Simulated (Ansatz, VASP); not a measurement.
# One calculation of TePb, two programs

INCAR

```
PREC = Accurate
ENCUT = 520
EDIFF = 1E-6
ISMEAR = 0
SIGMA = 0.02
LREAL = False
LASPH = True
NELM = 100
ALGO = Normal
ISIF = 2
LWAVE = False
LCHARG = False
GGA = PE
NBANDS = 17
```

File KPOINTS:

```
Automatic mesh
0
Gamma
  8 8 8
```

File POSCAR:

```
TePb
1.0
    0.0000000000      3.2528560259      3.2528560259
    3.2528560259      0.0000000000      3.2528560259
    3.2528560259      3.2528560259      0.0000000000
Te Pb
1 1
Direct
    0.5000000000      0.5000000000      0.5000000000
    0.0000000000      0.0000000000      0.0000000000
```

Input for Ansatz:

```yaml
crystal:
  lattice:
    - [0.0, 3.2528560259, 3.2528560259]
    - [3.2528560259, 0.0, 3.2528560259]
    - [3.2528560259, 3.2528560259, 0.0]
  atoms:
    - { symbol: Te, position: [0.5, 0.5, 0.5] }
    - { symbol: Pb, position: [0.0, 0.0, 0.0] }
basis:
  ecutwfc: 420
kpoints:
  mp_grid: { grid: [8, 8, 8] }
hamiltonian:
  xc: pbe
scf:
  occupations: { method: gaussian, width: 0.02 }
output:
  forces: true
  stress: true
  eigenvalues: true
```

Alike in both runs: task single point; functional PBE; k mesh 8 × 8 × 8; occupations gaussian, width 0.02 eV; no spin polarisation.

```csv
,VASP,Ansatz
version,VASP 6.6.1,Ansatz 0.2.0
potentials or method,"VASP PAW PBE potentials, release 64 (Te, Pb_d)","scalar-relativistic, plane waves, PAW"
plane-wave cutoff (eV),520,420
valence electrons in the cell,20,30
```

VASP gave:

```
gap on the k mesh at the Fermi level (eV) : 0.78
least direct gap on the mesh (eV)         : 0.78
pressure (GPa)                            : 1.1
```

**Question.** What did Ansatz give for the same quantities?

**Answer.** gap on the k mesh at the Fermi level (eV): 0.77; least direct gap on the mesh (eV): 0.77; pressure (GPa): 1.2.

With one functional, cell and mesh, what is left measures potentials, basis and numerics. The two sets of potentials don't hold the same shells in valence.

Caveats: spin-orbit coupling is left out, which as a rule narrows the gap of such compounds by several tenths of an eV. A k mesh can miss the band edges.
